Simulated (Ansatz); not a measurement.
**Bi under changes of volume**

One of the cells (33.614 Å³/atom); the others are scaled copies at fixed shape and fractional positions:

```
Bi
1.0
     3.23838    0.00000    0.00000
     0.00000    3.22164    0.00000
    -0.08045    0.00000    6.44389
Bi
2
Direct
  0.54425 0.00000 0.74958
  0.45575 0.00000 0.25042
```

This isn't the form of Bi at room conditions, which is rhombohedral.

```yaml
Program: Ansatz 0.2.0
Functional: LDA
Potentials_or_basis: Ansatz PAW
Cutoff: "420 eV (not typed: the program's choice for these potentials)"
k_mesh: 8 × 8 × 4
Occupations: fermi-dirac, width 0.05 eV
Spin: no spin polarisation
```

| volume (Å³/atom) | energy over the lowest point (meV/atom) | pressure (GPa) | largest force (eV/Å) |
| --- | --- | --- | --- |
| 31.597 | 4.72 | 1.8 | 0.011 |
| 32.270 | 0.00 | 0.5 | 0.010 |
| 32.942 | ? | ? | ? |
| 33.614 | 5.67 | -1.7 | 0.018 |
| 34.286 | 14.95 | -2.7 | 0.024 |
| 34.959 | 27.91 | -3.5 | 0.029 |
| 35.631 | 44.14 | -4.2 | 0.034 |

Q: What does the run at 32.942 Å³/atom give?

A: Energy over the lowest point 0.51 meV/atom; pressure -0.7 GPa; largest force 0.013 eV/Å.

Worked out: A Birch-Murnaghan fit of order 3 (a polynomial in V^(-2/3)) to the other rows has its minimum at 32.53 Å³/atom with B0 = V·E''(V) = 57 GPa and B' = 4.7 at fixed shape and positions, which overstates the stiffness. It gives 0.52 meV/atom at 32.942 Å³/atom, against the run's 0.51, and -dE/dV = -0.7 GPa, against -0.7.

Energies are extrapolated to zero smearing.

Caveats: the PAW data sets come from PBE, with cores solved anew for the run's functional, which leaves a small shift of forces and pressure.
